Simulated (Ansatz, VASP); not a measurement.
# Two plane-wave programs on LiF

POSCAR

```
LiF
1.0
    0.0000000000      1.9749230202      2.0090937310
    1.9749230202      0.0000000000      2.0090937310
    1.9749230202      1.9749230202      0.0000000000
Li F
1 1
Direct
    0.0000000000      0.0000000000      0.0000000000
    0.5000000000      0.5000000000      0.5000000000
```

Contents of INCAR.step1:

```
SYSTEM = LiF
PREC = Accurate ; ENCUT = 520
ISMEAR = 0 ; SIGMA = 0.01
LREAL = .False. ; LASPH = .True.
NELM = 60 ; NBANDS = 12
GGA = PE ; ALGO = Normal
EDIFF = 1E-4 ; LWAVE = .True.
LCHARG = .False.
```

File INCAR.step2:

```
SYSTEM = LiF
PREC = Accurate ; ENCUT = 520
EDIFF = 1E-6 ; ISMEAR = 0
SIGMA = 0.01 ; LREAL = .False.
LASPH = .True. ; NELM = 60
ALGO = Normal ; ISIF = 2
LWAVE = .False. ; LCHARG = .True.
METAGGA = R2SCAN ; LMIXTAU = .True.
LELF = .True. ; LVHAR = .True.
NBANDS = 12 ; ISTART = 1
```

Contents of KPOINTS:

```
Automatic mesh
0
Gamma
  10 10 10
  0 0 0
```

Input for Ansatz:

```yaml
crystal:
  lattice:
    - [0.0, 1.9749230202, 2.009093731]
    - [1.9749230202, 0.0, 2.009093731]
    - [1.9749230202, 1.9749230202, 0.0]
  atoms:
    - { symbol: Li, position: [0.0, 0.0, 0.0] }
    - { symbol: F, position: [0.5, 0.5, 0.5] }
kpoints:
  mp_grid: { grid: [10, 10, 10] }
  band_path:
    path:
      - [0.0, 0.0, 0.0]
      - [0.5, 0.0, 0.5]
      - [0.625, 0.25, 0.625]
      - [0.375, 0.375, 0.75]
      - [0.5, 0.5, 0.5]
      - [0.5, 0.25, 0.75]
    npoints: 1
hamiltonian:
  xc: r2scan
scf:
  occupations: { method: fixed }
  n_extra_bands: 4
output:
  forces: true
  stress: true
  eigenvalues: true
  write_density: true
  write_potential: true
  elf: true
  volumetric_format: npy
```

Change from the starting cell: epitaxial_xy strain -1.0%.

Alike in both runs: task single point; functional r2SCAN; k mesh 10 × 10 × 10; no spin polarisation.

|  | VASP | Ansatz |
| --- | --- | --- |
| version | VASP 6.6.1 | Ansatz 0.2.0 |
| potentials or method | VASP PAW PBE potentials, release 64 (Li_sv, F) | plane waves, PAW |
| plane-wave cutoff (eV) | 520 | 500 |
| occupations | gaussian, width 0.01 eV | fixed |
| valence electrons in the cell | 10 | 10 |

|  | VASP | Ansatz | Ansatz less VASP |
| --- | --- | --- | --- |
| gap on the k mesh at the Fermi level (eV) | 10.65 | 10.43 | -0.223 |

 A k mesh can miss the band edges.
